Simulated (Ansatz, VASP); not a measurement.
# BN in VASP and in Ansatz

File POSCAR:

```
BN
1.0
    2.6050183937      0.0000000000      0.0000000000
   -1.3025091969      2.2560121063      0.0000000000
    0.0000000000      0.0000000000      4.2268550000
B N
2 2
Direct
    0.6666666667      0.3333333333      0.9997240000
    0.3333333333      0.6666666667      0.4997240000
    0.6666666667      0.3333333333      0.6252760000
    0.3333333333      0.6666666667      0.1252760000
```

INCAR.step1

```
  PREC = Accurate
  ENCUT = 520
  ISMEAR = 0
  SIGMA = 0.05
  LREAL = False
  LASPH = True
  NELM = 100
  NBANDS = 16
  GGA = PE
  ALGO = Normal
  EDIFF = 1E-4
  LWAVE = True
  LCHARG = False
```

Contents of INCAR.step2:

```
  PREC = Accurate
  ENCUT = 520
  EDIFF = 1E-6
  ISMEAR = 0
  SIGMA = 0.05
  LREAL = False
  LASPH = True
  NELM = 100
  ALGO = Normal
  ISIF = 2
  LWAVE = False
  LCHARG = False
  METAGGA = R2SCAN
  LMIXTAU = True
  NBANDS = 16
  ISTART = 1
```

Contents of KPOINTS:

```
Automatic mesh
0
Gamma
  12 12 6
```

Input for Ansatz:

```yaml
crystal:
  lattice:
    - [2.6050183937, 0.0, 0.0]
    - [-1.3025091969, 2.2560121063, 0.0]
    - [0.0, 0.0, 4.226855]
  atoms:
    - { symbol: B, position: [0.6666666667, 0.3333333333, 0.999724] }
    - { symbol: B, position: [0.3333333333, 0.6666666667, 0.499724] }
    - { symbol: "N", position: [0.6666666667, 0.3333333333, 0.625276] }
    - { symbol: "N", position: [0.3333333333, 0.6666666667, 0.125276] }
basis:
  ecutwfc: 500
kpoints:
  mp_grid: { grid: [12, 12, 6] }
hamiltonian:
  xc: r2scan
scf:
  occupations: { method: gaussian, width: 0.05 }
output:
  forces: true
  stress: true
  eigenvalues: true
```

Change from the starting cell: strain +0.0200 x Voigt [1, 1, 0, 0, 0, 0], atoms carried along.

Alike in both runs: task single point; functional r2SCAN; k mesh 12 × 12 × 6; occupations gaussian, width 0.05 eV; no spin polarisation.

|  | VASP | Ansatz |
| --- | --- | --- |
| version | VASP 6.6.1 | Ansatz 0.2.0 |
| potentials or method | VASP PAW PBE potentials, release 64 (B, N) | scalar-relativistic, plane waves, PAW |
| plane-wave cutoff (eV) | 520 | 500 |
| valence electrons in the cell | 16 | 16 |

Ansatz gave:

- gap on the k mesh at the Fermi level (eV): 5.87
- least direct gap on the mesh (eV): 8.57
- pressure (GPa): -18.3
- largest component of the traceless stress (GPa): 11.17
- rms of the force components (eV/Å): 0.008

**Question.** Estimate VASP's values.

**Answer.** gap on the k mesh at the Fermi level (eV): 5.84; least direct gap on the mesh (eV): 8.56; pressure (GPa): -17.4; largest component of the traceless stress (GPa): 11.24; rms of the force components (eV/Å): 0.009.

Atom by atom the forces differ by 0.001 eV/Å (rms over components). The functional is the same, so the differences come from potentials, cutoffs and numerics.

Caveats: so large a pressure means that the cell lies far from this level's equilibrium, or that cutoff or potentials fall short (VASP); the potentials were made for another functional, which shifts forces and pressure (VASP). A k mesh can miss the band edges.
